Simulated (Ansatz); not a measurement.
# WS2: the cost of one run

Program: Ansatz 0.2.0. Level of theory: DFT PBE, scalar-relativistic, plane waves, PAW. These are calculated values, not measurements.

3 further runs of the same task are left out: 3 set aside as unsound or not needed.

### Step 1. The starting structure

Symmetry: P6_3/mmc, No. 194, hexagonal system. The conventional cell has a = 3.188 Å, b = 3.188 Å, c = 14.871 Å, α = 90.00°, β = 90.00°, γ = 120.00°. W (site symmetry -6m2) has 6 S at 2.42 Å as nearest neighbours. S (site symmetry 3m) is surrounded by 3 W at 2.42 Å.

Coordinates:

```cif
data_structure
_symmetry_space_group_name_H-M 'P6_3/mmc'
_symmetry_Int_Tables_number 194
_cell_length_a 3.1878
_cell_length_b 3.1878
_cell_length_c 14.8713
_cell_angle_alpha 90.000
_cell_angle_beta 90.000
_cell_angle_gamma 120.000
_cell_volume 130.87
loop_
_atom_site_label
_atom_site_type_symbol
_atom_site_symmetry_multiplicity
_atom_site_Wyckoff_symbol
_atom_site_fract_x
_atom_site_fract_y
_atom_site_fract_z
_atom_site_occupancy
W1 W 2 c 0.33333 0.66667 0.25000 1
S1 S 4 f 0.33333 0.66667 0.64435 1
```

It goes back to an entry of the Materials Project.

This cell was relaxed beforehand with the same method: volume 21.81 Å³/atom, gap on the mesh 1.63 eV.

### Step 2. Reference cell for the strains

input.yaml reads:

```yaml
crystal:
  lattice:
    - [3.1877751512, 0.0, 0.0]
    - [-1.5938875756, 2.7606942625, 0.0]
    - [0.0, 0.0, 14.8713011223]
  atoms:
    - { symbol: W, position: [0.3333333333, 0.6666666667, 0.25] }
    - { symbol: W, position: [0.6666666667, 0.3333333333, 0.75] }
    - { symbol: S, position: [0.3333333333, 0.6666666667, 0.6443542753] }
    - { symbol: S, position: [0.6666666667, 0.3333333333, 0.1443542753] }
    - { symbol: S, position: [0.3333333333, 0.6666666667, 0.8556457247] }
    - { symbol: S, position: [0.6666666667, 0.3333333333, 0.3556457247] }
basis:
  ecutwfc: 420
kpoints:
  mp_grid: { grid: [12, 12, 2] }
hamiltonian:
  xc: pbe
scf:
  occupations: { method: gaussian, width: 0.02 }
output:
  forces: true
  stress: true
  eigenvalues: true
```

The run is started by

```sh
> ansatz run input.yaml --threads 1 --pin off --max-ram 2560MiB --backend cpu --events-out ev --progress --plain --runs-dir out
```

What time and memory should one allow on 1 thread of Intel Xeon Platinum 8259CL at 2.50GHz (Skylake/Cascade Lake), shared host?

About 13 s, with a peak of 0.49 GiB.
